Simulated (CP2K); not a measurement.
Crystal: CuO.

```
CELL_PARAMETERS angstrom
3.29123 0.00000 0.00000
1.64562 2.85029 0.00000
1.64562 0.95010 2.68728
ATOMIC_POSITIONS crystal
Cu 0.00000 0.00000 0.00000
O 0.25000 0.25000 0.25000
```

Measurements of this composition are mostly on another form, of space group No. 15.

| Item | Value |
| --- | --- |
| Program | CP2K 2026.2 |
| Task | relaxation of cell and atoms |
| Functional | PBE |
| Potentials or basis | POTENTIAL_UZH Cu GTH-PBE-q11, O GTH-PBE-q6; DZVP-MOLOPT-PBE-GTH basis |
| Density cutoff | 8163 eV |
| k mesh | 8 × 8 × 8 |
| Occupations | fermi-dirac, width 0.05 eV |
| Spin | no spin polarisation |

At the start: pressure -7.8 GPa; volume 12.60 Å³/atom.

Task: How do energy, volume and symmetry change on relaxing?

Result: Over 6 steps the energy falls by 20.8 meV/atom and the volume is 11.79 Å³/atom (-6.5 %); space group R3m (No. 160, to 0.05 Å).

The path:
```csv
step,energy change (eV),largest force (eV/Å),volume (Å³)
1,0.0000,0.0000,25.21
2,-0.0053,0.0028,25.10
3,-0.0404,0.0968,23.36
4,-0.0417,0.0773,23.60
5,-0.0417,0.0791,23.57
6,-0.0417,0.0791,23.57
```

Final structure:
```
Cu O
1.0
     3.23425    0.00000    0.00000
     1.64559    2.78449    0.00000
     1.64559    0.95007    2.61749
Cu O
1 1
Direct
  0.00000 0.00000 0.00000
  0.25000 0.25000 0.25000
```

Caveat: the basis of atomic orbitals isn't converged, which shifts pressures, moduli and gaps; the real-space grid breaks the cell's symmetry a little; an odd number of electrons without spin polarisation forces a metal; a magnetic or distorted state may lie lower; the run has no spin polarisation, though such a crystal can be magnetic.
